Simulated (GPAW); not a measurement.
TiAl:

```
Ti Al
1.0
     3.17906    0.00000    0.00000
     0.00000    3.17906    0.00000
     0.00000    0.00000    3.17906
Ti Al
1 1
Direct
  0.00000 0.00000 0.00000
  0.50000 0.50000 0.50000
```

The cell comes from a database or a generator and needn't be the stable form of this composition.

Program: GPAW 26.7.0. Alike in all runs: no spin polarisation; cell as given; k mesh 8 × 8 × 8; cutoff (eV) 600.

Q: Order these runs on this cell by their pressure, lowest first.
A. level PBEsol+D4+U; potentials or basis PAW data sets generated in the run's folder for this functional, pw; U Ti d U = 4.5 eV; smearing fermi-dirac 0.05 eV
B. level LDA; potentials or basis the program's PAW data sets (release 1.2.1) made for this functional, pw; smearing gaussian 0.1 eV
C. level r2SCAN+U; potentials or basis GPAW PAW data sets (gpaw-data 1.2.1), pw; U Ti d U = 3.5 eV; smearing fermi-dirac 0.05 eV; U projector left unscaled no; band path GXMGRX,MR; band points 80

A: B (-5.9 GPa), A (-0.3 GPa), C (2.2 GPa).

Caveats: U without spin polarisation on a metal has little footing (some runs); the U is typed as a test and isn't derived for this compound (some runs); the PAW data sets were made with another functional, which shifts forces and pressure a little (some runs); pairwise dispersion overbinds metals, which lowers pressure and volume (some runs).

Not every run made on this cell is shown here.
